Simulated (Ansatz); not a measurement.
# Ge: the cost of one run

Computed with Ansatz 0.2.0 (DFT PBE+D3(BJ), scalar-relativistic, plane waves, PAW, unless a step's input says otherwise).

9 further runs of the same task are left out: 9 set aside as unsound or not needed.

### Step 1. The structure to begin with

The structure is trigonal, space group P-3m1 (No. 164). The conventional cell has a = 4.023 Å, b = 4.023 Å, c = 18.869 Å, α = 90.00°, β = 90.00°, γ = 120.00°. Ge (site symmetry 3m) has 3 Ge at 2.42 Å as nearest neighbours.

Structure file:

```cif
data_structure
_symmetry_space_group_name_H-M 'P-3m1'
_symmetry_Int_Tables_number 164
_cell_length_a 4.0227
_cell_length_b 4.0227
_cell_length_c 18.8685
_cell_angle_alpha 90.000
_cell_angle_beta 90.000
_cell_angle_gamma 120.000
_cell_volume 264.42
loop_
_atom_site_label
_atom_site_type_symbol
_atom_site_symmetry_multiplicity
_atom_site_Wyckoff_symbol
_atom_site_fract_x
_atom_site_fract_y
_atom_site_fract_z
_atom_site_occupancy
Ge1 Ge 2 c 0.00000 0.00000 0.88738 1
Ge2 Ge 2 d 0.33333 0.66667 0.85111 1
```

This is the geometry of the first run shown, built on a cell relaxed beforehand with the same method.

### Step 2. What is varied

Atoms count from 1 in the order of the input.

The upper layer of a bilayer is slid over the lower one; relaxed at each slide: nothing; the origin of the map has Ge4 above Ge1; the distance between the facing planes is held at 4.25 Å.

- slide of the upper layer along the first cell vector, from Ge4 above Ge1: 9 values from 0.000 to 0.889, periodic
- slide of the upper layer along the second cell vector, from Ge4 above Ge1: 9 values from 0.000 to 0.889, periodic

Nothing else is relaxed. Points are written as (first, second).

The two vectors of the plane (Å): (4.023, 0.000, 0.000); (-2.011, 3.484, 0.000).

### Step 3. Grid point (0/9, 0/9) of the map's two axes

A dipole layer in the vacuum cancels the field that periodic copies would set up if the slab's two faces differ.

input.yaml

```yaml
crystal:
  lattice:
    - [4.0226895355, 0.0, 0.0]
    - [-2.0113447678, 3.4837513293, 0.0]
    - [0.0, 0.0, 18.8685220287]
  atoms:
    - { symbol: Ge, position: [0.3333333333, 0.6666666667, 0.2747571329] }
    - { symbol: Ge, position: [0.6666666667, 0.3333333333, 0.2384924475] }
    - { symbol: Ge, position: [0.0, 1.0, 0.5362646853] }
    - { symbol: Ge, position: [0.3333333333, 0.6666666667, 0.5] }
basis:
  ecutwfc: 420
kpoints:
  mp_grid: { grid: [9, 9, 1] }
hamiltonian:
  xc: pbe
  pseudopotentials: { kind: paw, azcp: { folder: soft_1 } }
  dispersion: d3bj
scf:
  occupations: { method: gaussian, width: 0.1 }
output:
  forces: true
  eigenvalues: true
efield:
  axis: 3
  dipole_correction: true
  ramp_width: 0.04
```

The run is started by

```sh
> ansatz run input.yaml --threads 1 --pin off --max-ram 3072MiB --backend cpu --events-out ev --progress --plain --runs-dir out
```

**Question.** How long does this run take on 1 thread of Intel Xeon 6975P-C (Granite Rapids), shared host, and how much memory does it need?

About 4.1 s, with a peak of 0.46 GiB.
